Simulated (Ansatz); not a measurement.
Runs of Ansatz 0.2.0 on Nb. Symmetry: Im-3m, No. 229, cubic system. The conventional cell has a = 3.328 Å, b = 3.328 Å, c = 3.328 Å, α = 90.00°, β = 90.00°, γ = 90.00°. Around Nb (site symmetry m-3m) lie 8 Nb at 2.88 Å. 

| task | level | spin | cell | k mesh | points for each segment of the path | target pressure (GPa) | mesh quality | gap on the mesh (eV) | pressure (GPa) |
| --- | --- | --- | --- | --- | --- | --- | --- | --- | --- |
| projected density of states | HSE06 | off | as given | 6 × 6 × 6 | - | - | coarse | none | (a) |
| band structure | PBEsol | SOC, no magnetisation | as given | 11 × 11 × 11 | 14 | - | not flagged | none | -7.8 |
| projected density of states | PBE | off | as given | 6 × 6 × 6 | - | - | coarse | none | -5.3 |
| relaxation of cell and atoms | PBEsol | off | relaxed to 10 GPa | 11 × 11 × 11 | - | 10 | not flagged | none | 10.0 |
| projected density of states | RPBE | off | as given | 6 × 6 × 6 | - | - | coarse | none | -2.4 |
| relaxation of cell and atoms | PBEsol | off | relaxed to 5 GPa | 11 × 11 × 11 | - | 5 | not flagged | none | 5.0 |
| projected density of states | BLYP | off | as given | 6 × 6 × 6 | - | - | coarse | none | (b) |
| relaxation of cell and atoms | PBEsol | off | relaxed | 11 × 11 × 11 | - | 0 | not flagged | none | 0.0 |

Alike in all rows: potentials or basis Ansatz PAW; cutoff (eV) 420; smearing fermi-dirac 0.05 eV.

Problem. Fill in the values left out.

Solution. (a) -9.2; (b) 1.0.

Caveats: some runs use coarse meshes; the PAW data sets come from PBE, with cores solved anew for the run's functional, which leaves a small shift of forces and pressure (some runs); the density of states is complete only up to the lowest level of the last band computed (some runs); the plane-wave basis is chosen anew once the cell has moved, so the energies of steps on either side of that aren't comparable (some runs); the thresholds are loose for stress (some runs).

A k mesh can miss the band edges, and rows without SOC leave out spin-orbit coupling on Nb.

A gap of «none» marks a metal or a gap under the smearing width.
